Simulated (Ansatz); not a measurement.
Run on GaN (zincblende type): DFT, PBE, PAW with Ansatz's default frozen-core files, scalar-relativistic (Ansatz 0.2.0). This run: zincblende relaxed under pressure.

The start is a guessed cell of a prototype that needn't be stable.

Command: `ansatz run input.yaml --threads 1 --pin off --max-ram 3584MiB --backend cpu --events-out ev --progress --plain --runs-dir out` It took 37 s on 1 thread of Arm Neoverse V1 (shared host), peak memory 0.35 GiB.

```yaml
crystal:
  lattice:
    - [0.0, 2.195604626, 2.195604626]
    - [2.195604626, 0.0, 2.195604626]
    - [2.195604626, 2.195604626, 0.0]
  atoms:
    - { symbol: Ga, position: [0.0, 0.0, 0.0] }
    - { symbol: "N", position: [0.25, 0.25, 0.25] }
kpoints:
  mp_grid: { grid: [16, 16, 16] }
scf:
  occupations: { method: fermi_dirac, width: 0.08 }
hamiltonian:
  xc: pbe
  pseudopotentials: { kind: paw }
output:
  forces: true
  stress: true
  eigenvalues: true
relax:
  f_tol: 0.005
  max_steps: 40
  cell: { p_target: 18.0, stress_tol: 0.03 }
```

Output:

```
Engine: ansatz 0.2.0
Pseudopotentials: kind: paw
Pseudopotential: Ga, paw, valence charge 13, recommended cutoff 420 eV (normal), Ga.paw.azcp
Pseudopotential: N, paw, valence charge 5, recommended cutoff 420 eV (normal), N.paw.azcp
Functional definition: PBE
  parameter kappa = 0.804
  parameter beta = 0.06672455060314922
  exchange = pbe_x(kappa = kappa, mu = beta*pi^2/3)
  correlation = pbe_c(beta = beta)
Crystal: 2 atoms, lattice volume = 21.169 Å³
Basis set: ecut = 420 eV, 411 PW (Γ), exchange–correlation on 48×48×48 points (8 copies of the dense FFT grid, shifted against one another)
Bands: 13, of which v1, the nominal top of the filled ones, is band 9 counted from 1 (8 counted from 0)
Symmetry: 24 space group operations
Space group: F-43m (ITA 216), of the structure as read, at distance tolerance 2.8e-5 Å
k-points: 145 of 4096 (time reversal used)
Non-local potential: Ga, projectors of the file, l = 0: 2, l = 1: 2, l = 2: 3, l = 3: 1
Non-local potential: N, projectors of the file, l = 0: 2, l = 1: 2, l = 2: 1
PAW form: soft (Blöchl's): semilocal exchange-correlation on the pseudo side does not see the compensation charge
PAW one-centre angular grid: Ga, 590 points (default); XC on 64 Gauss nodes
PAW one-centre angular grid: N, 110 points (default); XC on 64 Gauss nodes
Initial density: superposition of atomic densities (neutral atoms: chi_scale 0, normalization atom), corrected by the library's trained network
Initial wavefunctions: pseudopotential atomic-orbital guess
Functional: x = pbe(κ = 0.804, μ = 0.2195149727645171), c = pbe(β = 0.06672455060314922)
SCF iter   1: F=—  HF=-4167.754333 eV  |F-HF|=—  |Δ(HF+E_count)|=         —  Δρ=8.65e-4  dr2=7.19e-5  ethr=1.77e-3  ⟨swp⟩=4.9  Hψ=9770  notcnv=0
preconditioner: auto → none  [insulator: Δε(μ)=2.216 eV  Ē_g=19.377 eV  σ=0.080 eV  W_gap=1.00  n_scr=8 (ndim 8)  ℏωp=34.2 eV  f_vac=0.000  D(μ)=0.00/eV (n_scr^D=0)  ε∞_Penn≈4.1]
SCF iter   2: F=—  HF=-4167.754607 eV  |F-HF|=—  |Δ(HF+E_count)|=   2.74e-4  Δρ=3.87e-4  dr2=1.28e-5  ethr=3.99e-7  ⟨swp⟩=2.3  Hψ=4421  notcnv=0
SCF iter   3: F=—  HF=-4167.754655 eV  |F-HF|=—  |Δ(HF+E_count)|=   4.76e-5  Δρ=1.53e-4  dr2=2.30e-6  ethr=7.09e-8  ⟨swp⟩=2.0  Hψ=3086  notcnv=0
SCF iter   4: F=—  HF=-4167.754664 eV  |F-HF|=—  |Δ(HF+E_count)|=   9.02e-6  Δρ=2.38e-5  dr2=7.55e-8  ethr=1.28e-8  ⟨swp⟩=2.0  Hψ=3190  notcnv=0
iter 5 did not close the SCF: its close was put off for the readings that it lacked (scf_convergence_deferred on its scf_iter line)
SCF iter   5: F=-4167.754664 eV  HF=-4167.754664 eV  |F-HF|=3.02e-9  |Δ(HF+E_count)|=   7.56e-8  Δρ=1.01e-5  dr2=7.66e-9  ethr=4.20e-10  ⟨swp⟩=2.0  Hψ=3188  notcnv=0
SCF iter   6: F=-4167.754664 eV  HF=-4167.754664 eV  |F-HF|=8.19e-12  |Δ(HF+E_count)|=   3.70e-9  Δρ=2.48e-7  dr2=5.62e-12  ethr=4.26e-11  ⟨swp⟩=1.9  Hψ=5828  notcnv=0
SCF 1 converged in 6 iterations: F = -4167.754664 eV  dr2 = 5.62e-12
  greatest PAW one-centre occupation: 0.995 electrons in one spin orbital (limit 2), on the Ga atom at site 0 (counted from 0), in its partial waves of l = 2
relax step   1: F+E_penalty+E_count = -4167.75466396 eV  Δ(F+E_penalty+E_count) = +0.000e0 eV  max|allowed force component| = 1.943e-16 eV/Å  Δτ_max = 0.0000 Å  P = +22.920 GPa  Ω = 21.169 Å³  (6 SCF iters, dr2 threshold 1.00e-7 eV, accepted)
Crystal: 2 atoms, lattice volume = 21.434 Å³
Initial density: handed on by an earlier stage of this run
Initial wavefunctions: those handed on with the density
iter 1 solved again at ethr=9.49e-6 eV; its pass at ethr=3.10e-3 eV (dr2=1.71e-3 eV) is discarded
SCF iter   1: F=—  HF=-4167.789422 eV  |F-HF|=—  |Δ(HF+E_count)|=         —  Δρ=2.69e-3  dr2=1.69e-3  ethr=9.49e-6  ⟨swp⟩=1.5  Hψ=11151  notcnv=0
preconditioner: auto → none  [insulator: Δε(μ)=2.118 eV  Ē_g=19.273 eV  σ=0.080 eV  W_gap=1.00  n_scr=8 (ndim 8)  ℏωp=34.0 eV  f_vac=0.001  D(μ)=0.00/eV (n_scr^D=0)  ε∞_Penn≈4.1]
SCF iter   2: F=—  HF=-4167.789018 eV  |F-HF|=—  |Δ(HF+E_count)|=   4.05e-4  Δρ=9.23e-4  dr2=2.26e-4  ethr=9.40e-6  ⟨swp⟩=1.8  Hψ=2420  notcnv=0
SCF iter   3: F=—  HF=-4167.788973 eV  |F-HF|=—  |Δ(HF+E_count)|=   4.41e-5  Δρ=1.79e-4  dr2=3.52e-6  ethr=1.25e-6  ⟨swp⟩=2.2  Hψ=2525  notcnv=0
SCF iter   4: F=—  HF=-4167.788975 eV  |F-HF|=—  |Δ(HF+E_count)|=   1.56e-6  Δρ=7.44e-5  dr2=5.93e-7  ethr=1.95e-8  ⟨swp⟩=2.0  Hψ=3166  notcnv=0
iter 5 did not close the SCF: its close was put off for the readings that it lacked (scf_convergence_deferred on its scf_iter line)
SCF iter   5: F=-4167.788975 eV  HF=-4167.788975 eV  |F-HF|=7.03e-10  |Δ(HF+E_count)|=   2.34e-7  Δρ=1.36e-5  dr2=2.48e-8  ethr=3.29e-9  ⟨swp⟩=3.0  Hψ=3350  notcnv=0
SCF iter   6: F=-4167.788975 eV  HF=-4167.788975 eV  |F-HF|=1.23e-10  |Δ(HF+E_count)|=   1.24e-8  Δρ=1.56e-6  dr2=2.61e-10  ethr=1.38e-10  ⟨swp⟩=2.0  Hψ=5929  notcnv=0
SCF 2 converged in 6 iterations: F = -4167.788975 eV  dr2 = 2.61e-10
relax step   2: F+E_penalty+E_count = -4167.78897528 eV  Δ(F+E_penalty+E_count) = -3.431e-2 eV  max|allowed force component| = 3.701e-17 eV/Å  Δτ_max = 0.0000 Å  P = +19.608 GPa  Ω = 21.434 Å³  energy of the carried Pulay correction = -9.154e-4 eV  (6 SCF iters, dr2 threshold 2.00e-7 eV, accepted)
Crystal: 2 atoms, lattice volume = 21.566 Å³
iter 1 solved again at ethr=2.23e-6 eV; its pass at ethr=3.10e-3 eV (dr2=4.01e-4 eV) is discarded
SCF iter   1: F=—  HF=-4167.804067 eV  |F-HF|=—  |Δ(HF+E_count)|=         —  Δρ=1.30e-3  dr2=3.98e-4  ethr=2.23e-6  ⟨swp⟩=1.9  Hψ=10990  notcnv=0
preconditioner: auto → none  [insulator: Δε(μ)=2.088 eV  Ē_g=19.224 eV  σ=0.080 eV  W_gap=1.00  n_scr=8 (ndim 8)  ℏωp=33.9 eV  f_vac=0.000  D(μ)=0.00/eV (n_scr^D=0)  ε∞_Penn≈4.1]
SCF iter   2: F=—  HF=-4167.803971 eV  |F-HF|=—  |Δ(HF+E_count)|=   9.54e-5  Δρ=4.49e-4  dr2=5.38e-5  ethr=2.21e-6  ⟨swp⟩=1.8  Hψ=2328  notcnv=0
SCF iter   3: F=—  HF=-4167.803963 eV  |F-HF|=—  |Δ(HF+E_count)|=   8.22e-6  Δρ=8.55e-5  dr2=7.89e-7  ethr=2.99e-7  ⟨swp⟩=2.2  Hψ=2493  notcnv=0
iter 4 did not close the SCF: its close was put off for the readings that it lacked (scf_convergence_deferred on its scf_iter line)
SCF iter   4: F=-4167.803963 eV  HF=-4167.803963 eV  |F-HF|=1.60e-9  |Δ(HF+E_count)|=   3.30e-7  Δρ=3.64e-5  dr2=1.40e-7  ethr=4.38e-9  ⟨swp⟩=2.0  Hψ=3174  notcnv=0
[... lines left out ...]
SCF iter   3: F=-4167.806738 eV  HF=-4167.806738 eV  |F-HF|=1.82e-12  |Δ(HF+E_count)|=  2.55e-11  Δρ=1.18e-7  dr2=1.31e-12  ethr=1.00e-12  ⟨swp⟩=1.0  Hψ=1885  notcnv=0
iter 4 did not close the SCF: its close was put off for the readings that it lacked (scf_convergence_deferred on its scf_iter line)
SCF iter   4: F=-4167.806738 eV  HF=-4167.806738 eV  |F-HF|=9.09e-13  |Δ(HF+E_count)|=    0.00e0  Δρ=2.91e-8  dr2=4.47e-14  ethr=1.00e-12  ⟨swp⟩=1.0  Hψ=1885  notcnv=0
iter 5 did not close the SCF: its close was put off for the readings that it lacked (scf_convergence_deferred on its scf_iter line)
SCF iter   5: F=-4167.806738 eV  HF=-4167.806738 eV  |F-HF|=9.09e-13  |Δ(HF+E_count)|=  1.82e-12  Δρ=2.01e-8  dr2=2.22e-14  ethr=1.00e-12  ⟨swp⟩=1.0  Hψ=1885  notcnv=0
iter 6 did not close the SCF: its close was put off for the readings that it lacked (scf_convergence_deferred on its scf_iter line)
SCF iter   6: F=-4167.806738 eV  HF=-4167.806738 eV  |F-HF|=9.09e-13  |Δ(HF+E_count)|=  1.82e-12  Δρ=6.04e-9  dr2=3.19e-15  ethr=1.00e-12  ⟨swp⟩=1.0  Hψ=1885  notcnv=0
SCF iter   7: F=-4167.806738 eV  HF=-4167.806738 eV  |F-HF|=0.00e0  |Δ(HF+E_count)|=    0.00e0  Δρ=1.13e-9  dr2=7.97e-17  ethr=1.00e-12  ⟨swp⟩=2.1  Hψ=5662  notcnv=0
SCF 7 converged in 7 iterations: F = -4167.806738 eV  dr2 = 7.97e-17
relax step   7: F+E_penalty+E_count = -4167.80673834 eV  Δ(F+E_penalty+E_count) = -1.158e-5 eV  max|allowed force component| = 8.095e-17 eV/Å  Δτ_max = 0.0000 Å  P = +18.002 GPa  Ω = 21.577 Å³  stress off target by 2.05e-3 GPa  SCF on the basis re-selected at this cell (its energy is not comparable with the rows above)  (7 SCF iters)
basis re-selected at this cell: Δ(F+E_penalty+E_count) = -1.158e-5 eV, ΔP = +0.001 GPa vs the last step (what re-selecting the basis moved, of the pressure what is left beyond the Pulay correction that the steps carried, after the strain that the cell walked since its last selection, with what the two solves' SCF thresholds leave and, on support functions, any second-order correction that the steps lacked; it is no measure of the basis error at this ecutwfc). This SCF's stress stands 2.05e-3 GPa from its target on what of the cell is left free (relax.cell.stress_tol is 3.00e-2 GPa) and its largest allowed force component is 8.10e-17 eV/Å (relax.f_tol is 5.00e-3 eV/Å): within both
SCF converged after 7 iterations
Free energy (F): -4167.806738 eV
Harris-Foulkes:  -4167.806738 eV  (|F-HF|=0.00e0)
Internal energy: -4167.806738 eV  (E = F + TS)
E sigma→0 (E₀):  -4167.806738 eV
Entropy (-TS):   -0.000000 eV (-0.000 meV/atom)
Fermi energy:    11.759020 eV
--- Per-component energies (eV) ---
  E_band       = 9.021124
  E_kinetic    = 249.677817
  E_local      = -1903.333023  (includes V_loc(G=0)·N_el)
  E_nonlocal   = 474.490484
  E_hartree    = 880.100874
  E_xc         = -129.753146
  E_vxc        = -135.401697  (∫ρ·V_xc dr)
  E_paw        = -2120.044917  (= ΣΔE_a)
  E_vpaw       = -436.614228  (= ΣTr[D̂ρ^β])
  E_aug_tail   = 0.000024  (compensation charges beyond the density's cutoff)
  E_ewald      = -1618.944851
  E_smearing   = -0.000000  (= −TS)
  E_closure    = 0.000000  (closes the sum)
  Σ components = -4167.806738   (vs F -4167.806738, Δ=0.00e0)
--- Forces (eV/Å), atoms counted from 1 ---
  atom   1  Ga     0.00000000    -0.00000000    -0.00000000
  atom   2  N     -0.00000000     0.00000000     0.00000000
  max |Σ_I F_I| component: 2.43e-17 eV/Å
--- Stress (GPa, compression-positive) ---
       18.002052       0.000000       0.000000
        0.000000      18.002052       0.000000
        0.000000       0.000000      18.002052
  P = ⅓ Tr σ = 18.0021 GPa (180.021 kbar)
--- Band table (eV; the first three rows and the last of 145) ---
  k-point 0: bands = ["-5.8761", "-2.9819", "-2.9819", "-2.9819", "-2.6012", "-2.6012", "10.5770", "10.5770", "10.5770", "12.6701", "21.2611", "21.2611", "21.2611"]
  k-point 1: bands = ["-5.8273", "-2.9755", "-2.9755", "-2.9690", "-2.6020", "-2.6020", "10.0779", "10.5306", "10.5306", "13.0654", "21.0423", "21.3348", "21.3348"]
  k-point 2: bands = ["-5.6887", "-2.9578", "-2.9578", "-2.9227", "-2.6033", "-2.6033", "9.0547", "10.4023", "10.4023", "13.7793", "20.5492", "21.5140", "21.5140"]
  k-point 144: bands = ["-4.5824", "-2.8161", "-2.7731", "-2.5925", "-2.5911", "-0.5693", "4.6517", "6.6198", "6.6384", "16.9122", "19.5667", "21.3066", "21.9303"]
--- Relaxed structure (5 steps of the walk, 5 accepted, 2 SCFs on fresh bases) ---
  F+E_penalty+E_count = -4167.80673834 eV   max|allowed force component| = 8.095e-17 eV/Å   (the final SCF, on the basis selected at the relaxed cell)
  cell:  # Å, volume = 21.5772 Å³
    - [4.66191905178008e-34, 2.2096402054937467, 2.2096402054937467]
    - [2.2096402054937467, 2.701776766746077e-33, 2.2096402054937467]
    - [2.2096402054937467, 2.2096402054937467, 3.165534948967563e-33]
  atoms:
    - { symbol: Ga, position: [-5.885525841882362e-34, 5.81014359744917e-34, 5.885525841882362e-34] }
    - { symbol: N, position: [0.24999999999999997, 0.24999999999999997, 0.24999999999999997] }
```

Next run (wurtzite relaxed under pressure), as changes to the input before:

```diff
   lattice:
-    - [0.0, 2.195604626, 2.195604626]
-    - [2.195604626, 0.0, 2.195604626]
-    - [2.195604626, 2.195604626, 0.0]
+    - [3.1069532765, 0.0, 0.0]
+    - [-1.5534766382, 2.6907004658, 0.0]
+    - [0.0, 0.0, 5.0643338407]
   atoms:
-    - { symbol: Ga, position: [0.0, 0.0, 0.0] }
-    - { symbol: "N", position: [0.25, 0.25, 0.25] }
+    - { symbol: Ga, position: [0.3333333333, 0.6666666667, 0.0] }
+    - { symbol: Ga, position: [0.6666666667, 0.3333333333, 0.5] }
+    - { symbol: "N", position: [0.3333333333, 0.6666666667, 0.376] }
+    - { symbol: "N", position: [0.6666666667, 0.3333333333, 0.876] }
 kpoints:
-  mp_grid: { grid: [16, 16, 16] }
+  mp_grid: { grid: [12, 12, 7] }
 scf:
   eigenvalues: true
+  write_density: true
+  write_potential: true
+  elf: true
+  volumetric_format: npy
 relax:
```

Results part of the output:

```
basis re-selected at this cell: Δ(F+E_penalty+E_count) = -6.168e-5 eV, ΔP = +0.001 GPa vs the last step (what re-selecting the basis moved, of the pressure what is left beyond the Pulay correction that the steps carried, after the strain that the cell walked since its last selection, with what the two solves' SCF thresholds leave and, on support functions, any second-order correction that the steps lacked; it is no measure of the basis error at this ecutwfc). This SCF's stress stands 2.51e-3 GPa from its target on what of the cell is left free (relax.cell.stress_tol is 3.00e-2 GPa) and its largest allowed force component is 3.20e-6 eV/Å (relax.f_tol is 5.00e-3 eV/Å): within both
SCF converged after 5 iterations
Free energy (F): -8335.635156 eV
Harris-Foulkes:  -8335.635156 eV  (|F-HF|=3.64e-12)
Internal energy: -8335.635156 eV  (E = F + TS)
E sigma→0 (E₀):  -8335.635156 eV
Entropy (-TS):   -0.000000 eV (-0.000 meV/atom)
Fermi energy:    11.841926 eV
--- Per-component energies (eV) ---
  E_band       = 18.427229
  E_kinetic    = 499.537335
  E_local      = -3813.743349  (includes V_loc(G=0)·N_el)
  E_nonlocal   = 949.209398
  E_hartree    = 1764.013868
  E_xc         = -259.492867
  E_vxc        = -270.800287  (∫ρ·V_xc dr)
  E_paw        = -4240.429528  (= ΣΔE_a)
  E_vpaw       = -873.803703  (= ΣTr[D̂ρ^β])
  E_aug_tail   = 0.000023  (compensation charges beyond the density's cutoff)
  E_ewald      = -3234.730037
  E_smearing   = -0.000000  (= −TS)
  E_closure    = -0.000000  (closes the sum)
  Σ components = -8335.635156   (vs F -8335.635156, Δ=0.00e0)
--- Forces (eV/Å), atoms counted from 1 ---
  atom   1  Ga     0.00000000    -0.00000000     0.00000321
  atom   2  Ga    -0.00000000     0.00000000     0.00000321
  atom   3  N      0.00000000     0.00000000    -0.00000319
  atom   4  N      0.00000000     0.00000000    -0.00000319
  max |Σ_I F_I| component: 3.53e-8 eV/Å
--- Stress (GPa, compression-positive) ---
       18.002441      -0.000000      -0.000000
       -0.000000      18.002441       0.000000
       -0.000000       0.000000      18.002510
  P = ⅓ Tr σ = 18.0025 GPa (180.025 kbar)
--- Band table (eV; the first three rows and the last of 76) ---
  k-point 0: bands = ["-5.8886", "-4.8042", "-2.9551", "-2.9376", "-2.9376", "-2.8651", "-2.8651", "-2.6364", "-2.6364", "-2.5222", "-2.5222", "-1.2752", "3.1518", "9.4930", "9.4930", "10.5460", "10.5981", "10.5981", "12.8802", "15.2341", "20.1100", "20.8341"]
  k-point 1: bands = ["-5.8229", "-4.8351", "-2.9409", "-2.9364", "-2.9364", "-2.8709", "-2.8709", "-2.6286", "-2.6286", "-2.5259", "-2.5259", "-1.5188", "3.5771", "9.5449", "9.5449", "9.9356", "10.5405", "10.5405", "13.3884", "15.2743", "19.9619", "20.8529"]
  k-point 2: bands = ["-5.6396", "-4.9376", "-2.9314", "-2.9314", "-2.8858", "-2.8858", "-2.8841", "-2.6080", "-2.6080", "-2.5372", "-2.5372", "-2.0149", "4.6151", "8.7296", "9.6930", "9.6930", "10.3822", "10.3822", "14.2603", "15.3559", "19.6181", "20.2333"]
  k-point 75: bands = ["-4.5997", "-4.5997", "-2.8166", "-2.7970", "-2.7970", "-2.7439", "-2.6146", "-2.6130", "-2.5889", "-2.5889", "-0.8024", "-0.8024", "4.2083", "4.2083", "5.8226", "6.4056", "8.9316", "8.9316", "17.4400", "17.4400", "17.6397", "18.4217"]
--- Relaxed structure (6 steps of the walk, 6 accepted, 2 SCFs on fresh bases) ---
  F+E_penalty+E_count = -8335.63515645 eV   max|allowed force component| = 3.202e-6 eV/Å   (the final SCF, on the basis selected at the relaxed cell)
  cell:  # Å, volume = 43.1411 Å³
    - [3.126820316670976, -2.9052119931088444e-11, -2.231915556496462e-33]
    - [-1.5634101583103284, 2.7079058273208947, 2.602800525163968e-33]
    - [-3.638022357080545e-33, 2.798478736215804e-33, 5.095118473850143]
  atoms:
    - { symbol: Ga, position: [0.3333333333333334, 0.6666666666666667, -0.00021493869728292348] }
    - { symbol: Ga, position: [0.6666666666666666, 0.3333333333333333, 0.499785061302717] }
    - { symbol: N, position: [0.3333333333333334, 0.6666666666666667, 0.37621493869728295] }
    - { symbol: N, position: [0.6666666666666666, 0.3333333333333333, 0.8762149386972827] }
```

Next run (NiAs relaxed under pressure), as changes to the input before:

```diff
   lattice:
-    - [3.1069532765, 0.0, 0.0]
-    - [-1.5534766382, 2.6907004658, 0.0]
-    - [0.0, 0.0, 5.0643338407]
+    - [2.9977699584, 0.0, 0.0]
+    - [-1.4988849792, 2.5961449387, 0.0]
+    - [0.0, 0.0, 4.6465434356]
   atoms:
-    - { symbol: Ga, position: [0.3333333333, 0.6666666667, 0.0] }
-    - { symbol: Ga, position: [0.6666666667, 0.3333333333, 0.5] }
-    - { symbol: "N", position: [0.3333333333, 0.6666666667, 0.376] }
-    - { symbol: "N", position: [0.6666666667, 0.3333333333, 0.876] }
+    - { symbol: Ga, position: [0.0, 0.0, 0.0] }
+    - { symbol: Ga, position: [0.0, 0.0, 0.5] }
+    - { symbol: "N", position: [0.3333333333, 0.6666666667, 0.25] }
+    - { symbol: "N", position: [0.6666666667, 0.3333333333, 0.75] }
 kpoints:
-  mp_grid: { grid: [12, 12, 7] }
+  mp_grid: { grid: [11, 11, 7] }
 scf:
```

Results part of the output:

```
basis re-selected at this cell: Δ(F+E_penalty+E_count) = -1.768e-5 eV, ΔP = +0.000 GPa vs the last step (what re-selecting the basis moved, of the pressure what is left beyond the Pulay correction that the steps carried, after the strain that the cell walked since its last selection, with what the two solves' SCF thresholds leave and, on support functions, any second-order correction that the steps lacked; it is no measure of the basis error at this ecutwfc). This SCF's stress stands 6.03e-4 GPa from its target on what of the cell is left free (relax.cell.stress_tol is 3.00e-2 GPa) and its largest allowed force component is 2.96e-16 eV/Å (relax.f_tol is 5.00e-3 eV/Å): within both
SCF converged after 6 iterations
Free energy (F): -8333.250789 eV
Harris-Foulkes:  -8333.250789 eV  (|F-HF|=1.82e-12)
Internal energy: -8333.250788 eV  (E = F + TS)
E sigma→0 (E₀):  -8333.250789 eV
Entropy (-TS):   -0.000001 eV (-0.000 meV/atom)
Fermi energy:    14.612192 eV
--- Per-component energies (eV) ---
  E_band       = 104.569906
  E_kinetic    = 499.402832
  E_local      = -3351.160789  (includes V_loc(G=0)·N_el)
  E_nonlocal   = 954.983152
  E_hartree    = 1579.018132
  E_xc         = -258.412795
  E_vxc        = -269.855874  (∫ρ·V_xc dr)
  E_paw        = -4247.682988  (= ΣΔE_a)
  E_vpaw       = -886.835489  (= ΣTr[D̂ρ^β])
  E_aug_tail   = -0.000192  (compensation charges beyond the density's cutoff)
  E_ewald      = -3509.398142
  E_smearing   = -0.000001  (= −TS)
  E_closure    = 0.000000  (closes the sum)
  Σ components = -8333.250789   (vs F -8333.250789, Δ=0.00e0)
--- Forces (eV/Å), atoms counted from 1 ---
  atom   1  Ga    -0.00000000     0.00000000     0.00000000
  atom   2  Ga     0.00000000     0.00000000     0.00000000
  atom   3  N      0.00000000     0.00000000     0.00000000
  atom   4  N      0.00000000    -0.00000000     0.00000000
  max |Σ_I F_I| component: 1.48e-16 eV/Å
--- Stress (GPa, compression-positive) ---
       18.000009      -0.000000       0.000000
        0.000000      18.000009       0.000000
        0.000000       0.000000      18.000603
  P = ⅓ Tr σ = 18.0002 GPa (180.002 kbar)
--- Band table (eV; the first three rows and the last of 64) ---
  k-point 0: bands = ["-4.0154", "-1.0425", "-0.9830", "-0.7806", "-0.7806", "-0.5907", "-0.5907", "-0.5673", "-0.5507", "-0.5507", "-0.2844", "-0.2844", "4.8906", "12.6411", "13.1054", "13.1054", "13.5946", "13.5946", "15.7718", "18.5696", "23.3769", "24.4420"]
  k-point 1: bands = ["-3.9175", "-1.2751", "-1.0146", "-0.7648", "-0.7648", "-0.5809", "-0.5809", "-0.5585", "-0.5585", "-0.5482", "-0.3042", "-0.3042", "5.2749", "11.9722", "13.1354", "13.1354", "13.5764", "13.5764", "16.3185", "18.6204", "23.2598", "24.4670"]
  k-point 2: bands = ["-3.6287", "-1.8878", "-0.9363", "-0.7229", "-0.7229", "-0.5929", "-0.5817", "-0.5817", "-0.5508", "-0.5508", "-0.3579", "-0.3579", "6.2667", "10.6180", "13.2164", "13.2164", "13.5212", "13.5212", "17.2955", "18.7054", "23.0305", "24.4205"]
  k-point 63: bands = ["-1.9228", "-1.8568", "-0.7352", "-0.7130", "-0.6742", "-0.5714", "-0.5712", "-0.4666", "-0.4516", "-0.4414", "1.6649", "1.8263", "6.2750", "6.7383", "7.9987", "8.2601", "12.5903", "12.8277", "18.3010", "19.2769", "19.8813", "20.5991"]
--- Relaxed structure (7 steps of the walk, 7 accepted, 3 SCFs on fresh bases) ---
  F+E_penalty+E_count = -8333.25078925 eV   max|allowed force component| = 2.961e-16 eV/Å   (the final SCF, on the basis selected at the relaxed cell)
  cell:  # Å, volume = 36.9203 Å³
    - [2.923953667991765, 0.0, 0.0]
    - [-1.4619768339958825, 2.532218155969559, 0.0]
    - [0.0, 0.0, 4.986481393274132]
  atoms:
    - { symbol: Ga, position: [1.0331573685771464e-34, 1.3368615142502964e-34, 0.0] }
    - { symbol: Ga, position: [1.3019562470967064e-34, 1.5532321639555466e-34, 0.5] }
    - { symbol: N, position: [0.3333333333333333, 0.6666666666666666, 0.25] }
    - { symbol: N, position: [0.6666666666666666, 0.3333333333333333, 0.75] }
```
